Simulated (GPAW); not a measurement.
# Hf (Pm-3m) in GPAW: settings compared

One crystal, Hf, is run at these levels: LDA, PBE, optB88-vdW; tasks: single point.

Program: GPAW 26.7.0. These are calculated values, not measurements. Logs are shortened: lines on timing, memory, paths and dates and some standing lists are left out, and cuts for length are marked. The log counts tension as positive stress, the text compression.

## (1) Starting point

Symmetry: Pm-3m, No. 221, cubic system. Conventional cell: a = 2.914 Å, b = 2.914 Å, c = 2.914 Å, α = 90.00°, β = 90.00°, γ = 90.00°. Hf (site symmetry m-3m) is surrounded by 6 Hf at 2.91 Å.

The cell was built by a generator and needn't be a form met in nature.

## (2) Single point, LDA

Contents of run.py:

```python
from ase.dft.bandgap import bandgap
from ase.io import read, write
from ase.units import GPa
from gpaw import GPAW, PW

atoms = read('POSCAR')

calc = GPAW(mode=PW(600),
            xc='LDA',
            kpts={'size': (9, 9, 9), 'gamma': True},
            occupations={'name': 'fermi-dirac', 'width': 0.05},
            nbands=14,
            convergence={'density': 1e-05, 'energy': 1e-05},
            maxiter=150,
            txt='gpaw.txt')
atoms.calc = calc
energy = atoms.get_potential_energy()
forces = atoms.get_forces()
stress = atoms.get_stress()
calc.write('gs.gpw')
write('result.traj', atoms)
print(f'Energy: {energy:.6f} eV')
print('Forces (eV/A):')
print(forces.round(4))
print('Stress (GPa):', (stress / GPa).round(3))
print('Fermi level:', round(calc.get_fermi_level(), 4), 'eV')
print(f'Gap: {bandgap(calc)[0]:.4f} eV, direct: {bandgap(calc, direct=True)[0]:.4f} eV')
```

Contents of POSCAR:

```
Hf
1.0
    2.9138100000      0.0000000000      0.0000000000
    0.0000000000      2.9138100000      0.0000000000
    0.0000000000      0.0000000000      2.9138100000
Hf
1
Direct
    0.5000000000      0.5000000000      0.5000000000
```

Potentials or basis: the program's PAW data sets (release 1.2.1) made for this functional, pw.

The run is started by

```sh
$ OMP_NUM_THREADS=1 python run.py
```

gpaw.txt:

```text
__  _  _
 | _ |_)|_||  |
 |__||  | ||/\| - 26.7.0

Input parameters:
  mode=PW(ecut=600.0),
  convergence={'density': 1e-05, 'energy': 1e-05},
  kpts=MonkhorstPack(size=(9, 9, 9), gamma=True),
  maxiter=150,
  nbands=14,
  occupations=Occupations(name='fermi-dirac', width=0.05),
  xc=XC(name='LDA')

Diagonalizing LCAO Hamiltonian
Converting LCAO to pw mode
   .------.
  /|      |
 * |      |
 | |  Hf  |
 | .------.
 |/      /
 *------*

Atoms  # Å, Bohr magnetons
|   | symbol |        x |        y |        z |    initial magnetic moments |
|---|--------|----------|----------|----------|-----------------------------|
| 0 |     Hf | 1.456905 | 1.456905 | 1.456905 | ( 0.0000,  0.0000,  0.0000) |

Unit cell  # Å
| periodic |        x |        y |        z |  lengths |    angles |
|----------|----------|----------|----------|----------|-----------|
|      yes | 2.913810 | 0.000000 | 0.000000 | 2.913810 | 90.000000 |
|      yes | 0.000000 | 2.913810 | 0.000000 | 2.913810 | 90.000000 |
|      yes | 0.000000 | 0.000000 | 2.913810 | 2.913810 | 90.000000 |

Number of symmetries: 48
Symmetry operations  # r_c * U_cc + t_c -> r_c
|    | kind |            matrix            |
|----|------|------------------------------|
|  0 |  E   |  1, 0, 0,  0, 1, 0,  0, 0, 1 |
|  1 |  σ   |  1, 0, 0,  0, 1, 0,  0, 0,-1 |
|  2 |  σ   |  1, 0, 0,  0, 0, 1,  0, 1, 0 |
|  3 |  C4  |  1, 0, 0,  0, 0, 1,  0,-1, 0 |
|  4 |  C4  |  1, 0, 0,  0, 0,-1,  0, 1, 0 |
|  5 |  σ   |  1, 0, 0,  0, 0,-1,  0,-1, 0 |
|  6 |  σ   |  1, 0, 0,  0,-1, 0,  0, 0, 1 |
|  7 |  C2  |  1, 0, 0,  0,-1, 0,  0, 0,-1 |
|  8 |  σ   |  0, 1, 0,  1, 0, 0,  0, 0, 1 |
|  9 |  C2  |  0, 1, 0,  1, 0, 0,  0, 0,-1 |
| 10 |  C3  |  0, 1, 0,  0, 0, 1,  1, 0, 0 |
| 11 |  S6  |  0, 1, 0,  0, 0, 1, -1, 0, 0 |
| 12 |  S6  |  0, 1, 0,  0, 0,-1,  1, 0, 0 |
| 13 |  C3  |  0, 1, 0,  0, 0,-1, -1, 0, 0 |
| 14 |  C4  |  0, 1, 0, -1, 0, 0,  0, 0, 1 |
| 15 |  S4  |  0, 1, 0, -1, 0, 0,  0, 0,-1 |
| 16 |  C3  |  0, 0, 1,  1, 0, 0,  0, 1, 0 |
| 17 |  S6  |  0, 0, 1,  1, 0, 0,  0,-1, 0 |
| 18 |  σ   |  0, 0, 1,  0, 1, 0,  1, 0, 0 |
| 19 |  C4  |  0, 0, 1,  0, 1, 0, -1, 0, 0 |
| 20 |  C2  |  0, 0, 1,  0,-1, 0,  1, 0, 0 |
| 21 |  S4  |  0, 0, 1,  0,-1, 0, -1, 0, 0 |
| 22 |  S6  |  0, 0, 1, -1, 0, 0,  0, 1, 0 |
| 23 |  C3  |  0, 0, 1, -1, 0, 0,  0,-1, 0 |
| 24 |  S6  |  0, 0,-1,  1, 0, 0,  0, 1, 0 |
| 25 |  C3  |  0, 0,-1,  1, 0, 0,  0,-1, 0 |
| 26 |  C4  |  0, 0,-1,  0, 1, 0,  1, 0, 0 |
| 27 |  σ   |  0, 0,-1,  0, 1, 0, -1, 0, 0 |
| 28 |  S4  |  0, 0,-1,  0,-1, 0,  1, 0, 0 |
| 29 |  C2  |  0, 0,-1,  0,-1, 0, -1, 0, 0 |
| 30 |  C3  |  0, 0,-1, -1, 0, 0,  0, 1, 0 |
| 31 |  S6  |  0, 0,-1, -1, 0, 0,  0,-1, 0 |
| 32 |  C4  |  0,-1, 0,  1, 0, 0,  0, 0, 1 |
| 33 |  S4  |  0,-1, 0,  1, 0, 0,  0, 0,-1 |
| 34 |  S6  |  0,-1, 0,  0, 0, 1,  1, 0, 0 |
| 35 |  C3  |  0,-1, 0,  0, 0, 1, -1, 0, 0 |
| 36 |  C3  |  0,-1, 0,  0, 0,-1,  1, 0, 0 |
| 37 |  S6  |  0,-1, 0,  0, 0,-1, -1, 0, 0 |
| 38 |  σ   |  0,-1, 0, -1, 0, 0,  0, 0, 1 |
| 39 |  C2  |  0,-1, 0, -1, 0, 0,  0, 0,-1 |
| 40 |  σ   | -1, 0, 0,  0, 1, 0,  0, 0, 1 |
| 41 |  C2  | -1, 0, 0,  0, 1, 0,  0, 0,-1 |
| 42 |  C2  | -1, 0, 0,  0, 0, 1,  0, 1, 0 |
| 43 |  S4  | -1, 0, 0,  0, 0, 1,  0,-1, 0 |
| 44 |  S4  | -1, 0, 0,  0, 0,-1,  0, 1, 0 |
| 45 |  C2  | -1, 0, 0,  0, 0,-1,  0,-1, 0 |
| 46 |  C2  | -1, 0, 0,  0,-1, 0,  0, 0, 1 |
| 47 |  i   | -1, 0, 0,  0,-1, 0,  0, 0,-1 |

BZ-sampling:
  Number of BZ points: 729
  Number of IBZ points: 35

  Monkhorst-Pack size: [9, 9, 9]
  Monkhorst-Pack shift: [0, 0, 0]

K-points  # in reciprocal-cell coordinates
|     |                                coordinates |     weight |
|-----|--------------------------------------------|------------|
|   0 | (  0.00000000,   0.00000000,   0.00000000) | 0.00137174 |
|   1 | (  0.11111111,   0.00000000,   0.00000000) | 0.00823045 |
|   2 | (  0.11111111,   0.11111111,   0.00000000) | 0.01646091 |
|   3 | (  0.11111111,   0.11111111,   0.11111111) | 0.01097394 |
|   4 | (  0.22222222,   0.00000000,   0.00000000) | 0.00823045 |
|   5 | (  0.22222222,   0.11111111,   0.00000000) | 0.03292181 |
|   6 | (  0.22222222,   0.11111111,   0.11111111) | 0.03292181 |
|   7 | (  0.22222222,   0.22222222,   0.00000000) | 0.01646091 |
|   8 | (  0.22222222,   0.22222222,   0.11111111) | 0.03292181 |
|   9 | (  0.22222222,   0.22222222,   0.22222222) | 0.01097394 |
| ... |                                            |            |
|  34 | (  0.44444444,   0.44444444,   0.44444444) | 0.01097394 |

Plane wave coefficients: 849
Cutoff: 600.0 eV

Spin-components: 1 (collinear spins)
Bands:           14
Projectors:      6
Spin-degeneracy: 2
Datatype:        complex128

Parallelization:
  kpt:    1
  domain: 1
  band:   1

Density:
  Valence electrons: 12.0
  Components: 1
  Grid points: [18 18 18]
  Charge: 0.0  # |e|

Potential:
  Grid points: [18 18 18]

species:
  Hf:
    name:    Hafnium
    Z:       72.0
    valence: 12
    core:    60
    charge:  0.0  # [|e|]
    compensation charges:
      type: gauss
      rc: 0.41  # [Å]
      lmax: 2
    cutoffs:
      filter: 2.36  # [Å]
      core: 4.02  # [Å]
    projectors
    | kind |    occ | energy [eV] | rcut [Å] |
    |------|--------|-------------|----------|
    |   5s |  2.000 |     -66.988 |    1.397 |
    |   6s |  2.000 |      -5.250 |    1.397 |
    |   5p |  6.000 |     -35.740 |    1.307 |
    |   6p |  0.000 |      -1.470 |    1.307 |
    |   5d |  2.000 |      -2.880 |    1.334 |
    |    d |        |      24.331 |    1.334 |

    Using partial waves for Hf as LCAO basis

Reference energy: -409641.328488  # eV

eigensolver:
  PPCG
  Converge bands: occupied
  niter=2

density mixing:
  MSR1-Mixer
  Pratt-step length: 0.05
  Maximum mixing coefficient: 0.75
  Old densities: 10
  SVD Regularization: 0.005
  Good broyden scale: 1.0
  Trust region scale: 1.0
  Backstep threshold: 4.0
  History deletion threshold: 6.0
  Fourier metric: weight=20.0, sigma=0.015

occupation numbers:
  Fermi-Dirac:
    width: 0.0500  # eV

poisson solver:
  ecut: 4800.0  # eV

xc functional:
  name: None

convergence criteria:
- Maximum integral of absolute [dens]ity change: 1e-05 electrons / valence electron
- Maximum [total energy] change in last 3 cyles: 1e-05 eV / valence electron
- Maximum integral of absolute [eigenst]ate change: 4e-08 eV^2 / valence electron
maximum number of iterations: 150

SCF iterations
|iter     | |      energy | eigst |  dens |
|---------|-|-------------|-------|-------|
|iter:   1| |   -7.286300 | -0.23 |       |
|iter:   2| |   -7.278176 | -2.90 | -1.43 |
|iter:   3| |   -7.245019 | -2.24 | -1.46 |
|iter:   4| |   -7.247732 | -3.79 | -2.03 |
|iter:   5| |   -7.248353 | -4.80 | -2.42 |
|iter:   6| |   -7.248353 | -6.82 | -3.52 |
|iter:   7| |   -7.248354c| -7.80c| -4.09 |
|iter:   8| |   -7.248354c| -8.96c| -5.27c|

Converged in 8 steps
Energy contributions relative to reference atoms: (reference = -409641.328488)

Energy contributions:
  Kinetic:           1.399206
  Coulomb:          -0.615037
  Zero:             -0.490756
  External:          0.000000
  Xc:               -7.535319
  Entropy:          -0.012896
  Spinorbit:         0.000000
  ----------------------------
  Free energy:      -7.254802
  Extrapolated:     -7.248354

dipole moment: (-0.000012, -0.000012, -0.000012)  # |e|*Ang

Fermi level: 7.976
Eigenvalues  # (at kpt = [0.000, 0.000, 0.000])
| band index |      eig [eV] | occ [0-2] |
|------------|---------------|-----------|
|          0 |       -53.477 |     2.000 |
|          1 |       -21.913 |     2.000 |
|          2 |       -21.913 |     2.000 |
|          3 |       -21.913 |     2.000 |
|          4 |         1.626 |     2.000 |
|          5 |         6.637 |     2.000 |
|          6 |         6.637 |     2.000 |
|          7 |        14.402 |     0.000 |
|          8 |        14.402 |     0.000 |
|          9 |        14.402 |     0.000 |
|         10 |        20.973 |     0.000 |
|         11 |        20.973 |     0.000 |
|         12 |        20.973 |     0.000 |
|         13 |        25.370 |     0.000 |

No gap
No difference between direct/indirect transitions

Forces  # eV/Ang
|       x |       y |       z |
|---------|---------|---------|
| 0.00000 | 0.00000 | 0.00000 |  # Hf   0

Stress tensor  # eV/Ang^3
|        x |        y |        z |
|----------|----------|----------|
| 0.039961 | 0.000000 | 0.000000 |
| 0.000000 | 0.039961 | 0.000000 |
| 0.000000 | 0.000000 | 0.039961 |

# Writing to gs.gpw (mode='')
```

stdout:

```text
Energy: -7.248354 eV
Forces (eV/A):
[[0. 0. 0.]]
Stress (GPa): [6.403 6.403 6.403 0.    0.    0.   ]
Fermi level: 7.9764 eV
Gap: 0.0000 eV, direct: 0.0000 eV
```

Run time: 6.3 s. Hardware: 1 thread of Arm Neoverse V2, shared host; peak memory 0.13 GiB.

Results:

- Free energy: -7.2548 eV
- Pressure: -6.4 GPa
- Band gap on the k mesh: none (metal or under the smearing width)

Levels at points of the mesh, in eV from the Fermi level:
```
           k point  band 3  band 4  band 5  band 6  band 7  band 8  band 9  band 10
(0.00, 0.00, 0.00)  -29.89  -29.89   -6.35   -1.34   -1.34    6.43    6.43     6.43
```

## (3) Single point, PBE

Edit run.py of step 2 so:

```diff
@@ -8,3 +8,3 @@
 calc = GPAW(mode=PW(600),
-            xc='LDA',
+            xc='PBE',
             kpts={'size': (9, 9, 9), 'gamma': True},
```

POSCAR is that of step 2.

Potentials or basis: GPAW PAW data sets (gpaw-data 1.2.1), pw.

The run is started by

```sh
$ OMP_NUM_THREADS=1 python run.py
```

Run time: 6.5 s. Hardware: 1 thread of Arm Neoverse V2, shared host; peak memory 0.13 GiB.

The run converged. Its results:

```
Free energy            : -6.4371 eV
Pressure               : 0.6 GPa
Band gap on the k mesh : none (metal or under the smearing width)
```

Levels at points of the mesh, in eV from the Fermi level:
```tsv
k point	band 2	band 3	band 4	band 5	band 6	band 7	band 8	band 9	band 10
(0.00, 0.00, 0.00)	-29.94	-29.94	-29.94	-6.39	-1.33	-1.33	6.51	6.51	6.51
```

Spin-orbit coupling is left out, which matters for the levels of Hf.

## (4) Single point, optB88-vdW

Edit run.py of step 3 so:

```diff
@@ -2,3 +2,2 @@
 from ase.io import read, write
-from ase.units import GPa
 from gpaw import GPAW, PW
@@ -8,3 +7,3 @@
 calc = GPAW(mode=PW(600),
-            xc='PBE',
+            xc={'name': 'optB88-vdW', 'backend': 'libvdwxc'},
             kpts={'size': (9, 9, 9), 'gamma': True},
@@ -14,2 +13,3 @@
             maxiter=150,
+            legacy_gpaw=True,
             txt='gpaw.txt')
@@ -18,3 +18,2 @@
 forces = atoms.get_forces()
-stress = atoms.get_stress()
 calc.write('gs.gpw')
@@ -24,3 +23,2 @@
 print(forces.round(4))
-print('Stress (GPa):', (stress / GPa).round(3))
 print('Fermi level:', round(calc.get_fermi_level(), 4), 'eV')
```

POSCAR is that of step 3.

The run is started by

```sh
$ OMP_NUM_THREADS=1 python run.py
```

Wall time 6.5 s (1 thread of Arm Neoverse V2, shared host); peak memory 0.15 GiB.

It converged, with:

- Free energy: -56.9282 eV
- Band gap on the k mesh: none (metal or under the smearing width)

Levels at points of the mesh, in eV from the Fermi level:
```
           k point  band 2  band 3  band 4  band 5  band 6  band 7  band 8  band 9  band 10
(0.00, 0.00, 0.00)  -30.04  -30.04  -30.04   -6.30   -1.35   -1.35    6.40    6.40     6.40
```

Caveat: the PAW data sets were made with another functional, which shifts forces and pressure a little. The run has no spin-orbit coupling, so splittings on Hf are missing.

## (5) Overview

| level | potentials or basis | older calculator (legacy_gpaw) | gap on the mesh (eV) | pressure (GPa) |
| --- | --- | --- | --- | --- |
| LDA | the program's PAW data sets (release 1.2.1) made for this functional, pw | - | none | -6.4 |
| PBE | GPAW PAW data sets (gpaw-data 1.2.1), pw | - | none | 0.6 |
| optB88-vdW | GPAW PAW data sets (gpaw-data 1.2.1), pw | yes | none | - |

Alike in all rows: task single point; no spin polarisation; cell as given; k mesh 9 × 9 × 9; cutoff (eV) 600; smearing fermi-dirac 0.05 eV.

Caveats: the PAW data sets were made with another functional, which shifts forces and pressure a little (some runs).

Absolute energies hang on the potentials; compare differences alone.
